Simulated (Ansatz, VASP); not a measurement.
**Os in VASP and in Ansatz**

```xyz
1
Lattice="0.0000 1.9281 1.9281 1.9281 0.0000 1.9281 1.9281 1.9281 0.0000" Properties=species:S:1:pos:R:3 pbc="T T T"
Os    0.0000    0.0000    0.0000
```

Alike in both runs: functional PBE; k mesh 24 × 24 × 24; occupations gaussian, width 0.1 eV; no spin polarisation.

Ansatz relaxed the structure, and its values are those at the end. VASP's run is a single point on that final structure, the one shown.

|  | VASP | Ansatz |
| --- | --- | --- |
| version | VASP 6.6.1 | Ansatz 0.2.0 |
| potentials or method | VASP PAW PBE potentials, release 64 (Os) | scalar-relativistic, plane waves, PAW |
| plane-wave cutoff (eV) | 520 | 420 |
| valence electrons in the cell | 8 | 16 |

|  | VASP | Ansatz | Ansatz less VASP |
| --- | --- | --- | --- |
| gap on the k mesh at the Fermi level (eV) | none | none | - |
| pressure (GPa) | -0.1 | 0.0 | +0.11 |

A gap of «none» marks a metal or a gap that the smearing closes. The two sets of potentials don't hold the same shells in valence.

Spin-orbit coupling is left out, which matters for the levels of Os.
